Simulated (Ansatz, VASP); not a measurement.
# Co12Te (Co(0001)-(r3xr3)R30-Te, hcp site) in two plane-wave programs

One calculation is typed for both programs; each brings its own data sets. How far apart do they land? The cell is taken from a series of runs on this material, whose earlier steps may have relaxed, scaled, displaced or heated it; both programs get it as it stands.

Method: plane waves, with VASP 6.6.1 beside it; PBE with D3(BJ), in Ansatz 0.2.0.

## Step 1: Set-up

The cell holds 13 atoms: 12 Co and 1 Te. Its edges and angles: a = 4.347 Å, b = 4.347 Å, c = 25.376 Å, α = 90.0°, β = 90.0°, γ = 60.0°. Vacuum lies along c.

Coordinates:

```cif
data_structure
_symmetry_space_group_name_H-M 'P 1'
_symmetry_Int_Tables_number 1
_cell_length_a 4.3474
_cell_length_b 4.3474
_cell_length_c 25.3758
_cell_angle_alpha 90.000
_cell_angle_beta 90.000
_cell_angle_gamma 60.000
_cell_volume 415.36
loop_
_atom_site_label
_atom_site_type_symbol
_atom_site_fract_x
_atom_site_fract_y
_atom_site_fract_z
_atom_site_occupancy
Co1 Co 0.00000 0.33333 0.33496 1
Co2 Co 0.33333 0.66667 0.33496 1
Co3 Co 0.66667 0.00000 0.33496 1
Co4 Co 0.00000 0.00000 0.41518 1
Co5 Co 0.33333 0.33333 0.41518 1
Co6 Co 0.66667 0.66667 0.41518 1
Co7 Co 0.00000 0.33333 0.49384 1
Co8 Co 0.33333 0.66667 0.49384 1
Co9 Co 0.66667 0.00000 0.49508 1
Co10 Co 0.00950 0.00000 0.57095 1
Co11 Co 0.32383 0.34284 0.57095 1
Co12 Co 0.66667 0.65716 0.57095 1
Te13 Te 0.66667 0.00000 0.65015 1
```

## Step 2: Ansatz: single point, PBE with D3(BJ)

Ansatz runs on its default PAW (the set named soft_2) files.

With cell and atoms fixed, the geometry can't cause a difference; cores, projectors, grids and the points listed under the comparison can.

input.yaml

```yaml
crystal:
  lattice:
    - [4.347447527, 0.0, 0.0]
    - [2.1737237635, 3.765, 0.0]
    - [0.0, 0.0, 25.3758277229]
  atoms:
    - { symbol: Co, position: [0.0, 0.3333333333, 0.334964443], spin: 1.7 }
    - { symbol: Co, position: [0.3333333333, 0.6666666667, 0.334964443], spin: 1.7 }
    - { symbol: Co, position: [0.6666666667, 0.0, 0.334964443], spin: 1.7 }
    - { symbol: Co, position: [-1.7e-09, 0.0, 0.4151829101], spin: 1.7 }
    - { symbol: Co, position: [0.333333335, 0.3333333317, 0.4151829101], spin: 1.7 }
    - { symbol: Co, position: [0.6666666667, 0.6666666683, 0.4151829101], spin: 1.7 }
    - { symbol: Co, position: [0.0, 0.3333333333, 0.4938397592], spin: 1.7 }
    - { symbol: Co, position: [0.3333333333, 0.6666666667, 0.4938397592], spin: 1.7 }
    - { symbol: Co, position: [0.6666666667, 0.0, 0.4950801442], spin: 1.7 }
    - { symbol: Co, position: [0.0095045224, 0.0, 0.5709526476], spin: 1.7 }
    - { symbol: Co, position: [0.3238288109, 0.3428378557, 0.5709526476], spin: 1.7 }
    - { symbol: Co, position: [0.6666666667, 0.6571621443, 0.5709526476], spin: 1.7 }
    - { symbol: Te, position: [0.6666666667, 1.0, 0.6501495053] }
magnetization:
  spin_polarized: true
kpoints:
  mp_grid: { grid: [18, 18, 1] }
hamiltonian:
  xc: pbe
  dispersion: d3bj
scf:
  occupations: { method: fermi_dirac, width: 0.05 }
  convergence: { dr2_threshold: 1.0e-09 }
  n_extra_bands: 26
efield:
  axis: 3
  dipole_correction: true
  ramp_position: 0.97
  ramp_width: 0.06
output:
  band_densities:
    - { e_range: [-0.05, 0] }
    - { e_range: [-0.4, 0] }
    - { e_range: [-1.2, 0] }
    - { e_range: [0, 0.05] }
    - { e_range: [0, 0.4] }
    - { e_range: [0, 1.2] }
    - { e_range: [-2.0, -1.8] }
    - { e_range: [-1.8, -1.6] }
    - { e_range: [-1.6, -1.4] }
    - { e_range: [-1.4, -1.2] }
    - { e_range: [-1.2, -1.0] }
    - { e_range: [-1.0, -0.8] }
    - { e_range: [-0.8, -0.6] }
    - { e_range: [-0.6, -0.4] }
    - { e_range: [-0.4, -0.2] }
    - { e_range: [-0.2, 0.0] }
    - { e_range: [0.0, 0.2] }
    - { e_range: [0.2, 0.4] }
    - { e_range: [0.4, 0.6] }
    - { e_range: [0.6, 0.8] }
    - { e_range: [0.8, 1.0] }
    - { e_range: [1.0, 1.2] }
    - { e_range: [1.2, 1.4] }
    - { e_range: [1.4, 1.6] }
    - { e_range: [1.6, 1.8] }
    - { e_range: [1.8, 2.0] }
  band_residual_tolerance: 0.0001
  dos: { projected: true, e_range: [-5, 4] }
  write_potential: true
  write_density: true
  volumetric_format: npy
```

Started as:

```sh
$ ansatz run input.yaml --threads 8 --pin off --max-ram 12288MiB --backend cpu --events-out ev --progress --plain --runs-dir out
```

Numbers of over 12 decimals in the logs are rounded to 6 here.

Log:

```text
Warning: the band count 136 (scf.n_extra_bands) hosts the net moment |M| = 20.4000 μB (N_el = 220) but caps the reachable moment at 2·n_bands − N_el = 52.0000 μB, below the 145 bands that the automatic rule leaves for it — a moment growing past the seed, or the majority channel's smearing tail, pins there with fewer empty majority states than that count leaves; raise or omit scf.n_extra_bands unless the cap is intended
scf.n_extra_bands = 26 over 110 filled bands (N_el = 220.0): the run solves 136 bands
Engine: ansatz 0.2.0, x86_64-unknown-linux-gnu
Pseudopotentials: kind: paw
Pseudopotential: Co, paw, valence charge 17, recommended cutoff 420 eV (normal), Co.paw.azcp
Pseudopotential: Te, paw, valence charge 16, recommended cutoff 420 eV (normal), Te.paw.azcp
Functional definition: PBE
  parameter kappa = 0.804
  parameter beta = 0.066725
  exchange = pbe_x(kappa = kappa, mu = beta*pi^2/3)
  correlation = pbe_c(beta = beta)
Crystal: 13 atoms, lattice volume = 415.355 Å³
Basis set: ecut = 420 eV, 8143 PW (Γ)
Bands: 136, of which v1, the nominal top of the filled ones, is band 110 counted from 1 (109 counted from 0)
Symmetry: 6 space group operations
k-points: 37 of 324 (time reversal used)
Non-local potential: Co, projectors of the file, l = 0: 3, l = 1: 2, l = 2: 3, l = 3: 1
Non-local potential: Te, projectors of the file, l = 0: 2, l = 1: 2, l = 2: 2, l = 3: 2
PAW form: soft (Blöchl's): semilocal exchange-correlation on the pseudo side does not see the compensation charge
PAW one-centre angular grid: Co, 590 points (default); XC on 64 Gauss nodes
PAW one-centre angular grid: Te, 590 points (default); XC on 64 Gauss nodes
Initial density: superposition of atomic densities (neutral atoms: chi_scale 0, normalization atom)
Starting moments: Σ|m| = 20.4 μB on 12 of 13 sites
Initial wavefunctions: pseudopotential atomic-orbital guess
Functional: x = pbe(κ = 0.804, μ = 0.219515), c = pbe(β = 0.066725)
SCF iter   1: F=—  HF=-68489.050916 eV  |F-HF|=—  |Δ(HF+E_count)|=         —  Δρ=4.45e-2 (↑1.78e-2 ↓4.45e-2)  dr2=3.96e1  dr2_m=2.29e0  M=19.997 μB ∫|m|=20.951 μB  β_m=1.00  ethr=3.10e-3  p=-0.000 e·Å  D=-1.25e-6 V/Å  ΔV_dip=0.00 eV  dr2_dipole=5.77e0  V_vac-E_F(+/−)=7.19/7.19 eV  ⟨swp⟩=9.0  Hψ=49979  notcnv=0  defer=211
Mixer restart at iter 1: flushing history
efield: sawtooth ramp at fractional position 0.9700 (set: `efield.ramp_position`, or a place that a band, a saddle search or an elastic batch's reference lends), width 0.0600; the density the first Hamiltonian is built on has a dipole p = -0.000 e·Å; the dipole correction subtracts the counter field D = -1.25e-6 V/Å, which shifts the + side's vacuum level by +0.00 eV against the − side's; the planar-averaged density in the ramp window peaks in size at 1.6e-5 e/Å³
preconditioner: auto → LDOS  [metal: Δε(μ)=0.004 eV  Ē_g=5.811 eV  σ=0.050 eV  W_gap=0.02  n_scr=108 (ndim 8)  ℏωp=19.5 eV  f_vac=0.567  D(μ)=12.16/eV (n_scr^D=96)]
spin=Collinear: LDOS preconditioning applied to the charge; magnetization (m = ρ↑ − ρ↓) channel mixes plain (no charge-response kernel on spin).
SCF iter   2: F=—  HF=-68486.781378 eV  |F-HF|=—  |Δ(HF+E_count)|=    2.27e0  Δρ=1.47e-2 (↑1.47e-2 ↓6.88e-3)  dr2=7.83e0  dr2_m=2.26e-1  M=19.941 μB ∫|m|=21.730 μB  β_m=0.34  ethr=3.10e-3  p=0.057 e·Å  D=2.50e-2 V/Å  ΔV_dip=-0.63 eV  dr2_dipole=1.94e0  V_vac-E_F(+/−)=5.77/6.40 eV  ⟨swp⟩=2.3  Hψ=17208  notcnv=0  defer=624
density mixer auto → msr1: a metal under ldos (density of states about μ 2.67 of a free-electron gas's, 108 screened modes)
SCF iter   3: F=—  HF=-68491.480486 eV  |F-HF|=—  |Δ(HF+E_count)|=    4.70e0  Δρ=6.52e-3 (↑5.56e-3 ↓6.52e-3)  dr2=7.40e-1  dr2_m=1.00e-1  M=19.933 μB ∫|m|=21.911 μB  β_m=0.41  ethr=3.10e-3  p=0.083 e·Å  D=3.62e-2 V/Å  ΔV_dip=-0.92 eV  dr2_dipole=1.81e-1  V_vac-E_F(+/−)=4.89/5.81 eV  ⟨swp⟩=2.2  Hψ=13307  notcnv=0  defer=632
SCF iter   4: F=—  HF=-68494.082873 eV  |F-HF|=—  |Δ(HF+E_count)|=    2.60e0  Δρ=5.28e-3 (↑4.72e-3 ↓5.28e-3)  dr2=1.71e-1  dr2_m=7.34e-2  M=19.948 μB ∫|m|=21.971 μB  β_m=0.56  ethr=3.37e-4  p=0.083 e·Å  D=3.63e-2 V/Å  ΔV_dip=-0.92 eV  dr2_dipole=1.61e-2  V_vac-E_F(+/−)=4.46/5.38 eV  ⟨swp⟩=3.2  Hψ=16737  notcnv=0  defer=588
SCF iter   5: F=—  HF=-68494.959074 eV  |F-HF|=—  |Δ(HF+E_count)|=   8.76e-1  Δρ=2.20e-3 (↑1.54e-3 ↓2.20e-3)  dr2=3.76e-2  dr2_m=6.28e-3  M=19.664 μB ∫|m|=21.672 μB  β_m=0.56  ethr=7.75e-5  p=0.056 e·Å  D=2.44e-2 V/Å  ΔV_dip=-0.62 eV  dr2_dipole=8.55e-3  V_vac-E_F(+/−)=4.54/5.16 eV  ⟨swp⟩=2.4  Hψ=20281  notcnv=0  defer=594
SCF iter   6: F=—  HF=-68495.042839 eV  |F-HF|=—  |Δ(HF+E_count)|=   8.38e-2  Δρ=1.64e-3 (↑1.15e-3 ↓1.64e-3)  dr2=1.07e-2  dr2_m=4.54e-3  M=19.560 μB ∫|m|=21.585 μB  β_m=0.78  ethr=1.71e-5  p=0.051 e·Å  D=2.20e-2 V/Å  ΔV_dip=-0.56 eV  dr2_dipole=3.09e-5  V_vac-E_F(+/−)=4.54/5.10 eV  ⟨swp⟩=2.2  Hψ=16092  notcnv=0  defer=598
[...]
Free energy (F): -68495.089064 eV
Harris-Foulkes:  -68495.089064 eV  (|F-HF|=4.37e-11)
Internal energy: -68494.981403 eV  (E = F + TS)
E sigma→0 (E₀):  -68495.035233 eV
Entropy (-TS):   -0.107660 eV (-8.282 meV/atom)
Fermi energy:    3.742346 eV
Dipole field:    D = 0.018907 V/Å  (p = 0.043398 e·Å, saw-weighted, corrected)
Work function:   Φ+ = 4.4924 eV   Φ− = 4.9722 eV
Levels:          The Fermi level and band energies are counted from a zero that moves with the ramp; work functions are not
--- Per-component energies (eV) ---
  E_band       = -6312.220828
  E_kinetic    = 5613.486054
  E_local      = -522990.196139  (includes V_loc(G=0)·N_el)
  E_nonlocal   = 5150.890826
  E_hartree    = 257360.338592
  E_xc         = -2024.567219
  E_vxc        = -2555.642905  (∫ρ·V_xc dr)
  E_paw        = -22851.407042  (= ΣΔE_a)
  E_vpaw       = -6254.805034  (= ΣTr[D̂ρ^β])
  E_aug_tail   = 0.000742  (compensation charges beyond the density's cutoff)
  E_efield     = 0.000410  (sawtooth field / dipole correction)
  E_vefield    = 3.366242  (∫n·V_field dr)
  E_ewald      = 211250.714859
  E_disp       = -4.242487  (pairwise vdW)
  E_smearing   = -0.107660  (= −TS)
  E_closure    = -0.000000  (closes the sum)
  Σ components = -68495.089064   (vs F -68495.089064, Δ=0.00e0)
--- Band table (eV; the first three rows and the last of 74) ---
  k-point 0 ↑: bands = [... 106 lower, 2.4309, 2.4350, 2.5622, 2.5622, 2.6669, 2.6669, 2.8322, 2.8322, ... 22 higher]
  k-point 1 ↑: bands = [... 106 lower, 2.4328, 2.4383, 2.5681, 2.5715, 2.6325, 2.6674, 2.8348, 2.8404, ... 22 higher]
  k-point 2 ↑: bands = [... 106 lower, 2.4234, 2.4586, 2.5256, 2.5890, 2.5935, 2.6698, 2.8413, 2.8478, ... 22 higher]
  k-point 36 ↓: bands = [... 106 lower, 4.3480, 4.3480, 4.4277, 4.4407, 4.4407, 4.5568, 4.5568, 4.5689, ... 22 higher]
--- Band densities, each state counted as filled ---
  window                                       electrons  max residual (eV)  cut levels
  e_range: [-0.05, 0]                0.108025 + 0.567901             3.3e-6           0
  e_range: [-0.4, 0]                 1.379630 + 4.250000             3.8e-6           0
  e_range: [-1.2, 0]               12.780864 + 17.737654             4.1e-6           0
  e_range: [0, 0.05]                 0.203704 + 0.561728             3.4e-6           0
  e_range: [0, 0.4]                  1.469136 + 4.472222             1.0e-5           0
  e_range: [0, 1.2]                 2.935185 + 18.163580             3.4e-5           0
  e_range: [-2, -1.8]                2.422840 + 1.283951             2.5e-6           0
  e_range: [-1.8, -1.6]              2.932099 + 1.135802             2.4e-6           0
  e_range: [-1.6, -1.4]              3.527778 + 2.311728             2.4e-6           0
  e_range: [-1.4, -1.2]              2.429012 + 2.453704             2.5e-6           0
  e_range: [-1.2, -1]                3.611111 + 3.358025             2.5e-6           0
  e_range: [-1, -0.8]                3.879630 + 4.064815             2.5e-6           0
  e_range: [-0.8, -0.6]              3.074074 + 3.537037             2.4e-6           0
  e_range: [-0.6, -0.4]              0.836420 + 2.527778             2.4e-6           0
  e_range: [-0.4, -0.2]              0.750000 + 2.895062             2.5e-6           0
  e_range: [-0.2, 0]                 0.629630 + 1.354938             3.3e-6           0
  e_range: [0, 0.2]                  0.777778 + 2.299383             8.4e-6           0
  e_range: [0.2, 0.4]                0.691358 + 2.172840             1.0e-5           0
  e_range: [0.4, 0.6]                0.166667 + 2.216049             2.2e-5           0
  e_range: [0.6, 0.8]                0.462963 + 2.774691             3.4e-5           0
  e_range: [0.8, 1]                  0.500000 + 4.074074             3.4e-5           0
  e_range: [1, 1.2]                  0.336420 + 4.626543             2.6e-5           0
  e_range: [1.2, 1.4]                0.259259 + 1.876543             3.5e-5           0
  e_range: [1.4, 1.6]                0.425926 + 0.611111             2.6e-5           0
  e_range: [1.6, 1.8]                0.305556 + 0.555556             2.4e-5           0
  e_range: [1.8, 2]                  0.277778 + 0.638889             1.1e-5           0
```

(Part 1 of 2 ends here.)

[Lines on the potential files, build, host, timing and source positions are cut from VASP's logs without a mark.]

[Logs are printed without paths, hosts, clocks, repeated set-up lines and the standing remarks that a program may print on its own settings, such as how far it seeks lower states.]

[Hosts, paths, dates, database ids (printed as entryN), source tags and the programs' standing remarks are cut or masked in the printed files.]
